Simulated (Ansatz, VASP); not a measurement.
**One calculation of Cu, two programs**

```
Cu
1.0
    -1.46800    1.46800    1.40012
     1.46800   -1.46800    1.40012
     1.46800    1.46800   -1.40012
Cu
1
Direct
  0.00000 0.00000 0.00000
```

This isn't the form of Cu at room conditions, which is fcc.

Alike in both runs: task single point; functional PBEsol; k mesh 14 × 14 × 14; occupations methfessel-paxton of order 1, width 0.1 eV; no spin polarisation.

|  | VASP | Ansatz |
| --- | --- | --- |
| version | VASP 6.6.1 | Ansatz 0.2.0 |
| potentials or method | VASP PAW PBE potentials, release 64 (Cu) | plane waves, PAW |
| plane-wave cutoff (eV) | 520 | 500 |
| valence electrons in the cell | 11 | 19 |

|  | VASP | Ansatz | Ansatz less VASP |
| --- | --- | --- | --- |
| pressure (GPa) | -8.0 | -8.7 | -0.71 |
| largest component of the traceless stress (GPa) | 0.36 | 0.38 | +0.020 |

With one functional, cell and mesh, what is left measures potentials, basis and numerics. The two sets of potentials don't hold the same shells in valence.

Caveats: the PAW data sets were made with another functional, which shifts forces and pressure a little (VASP).
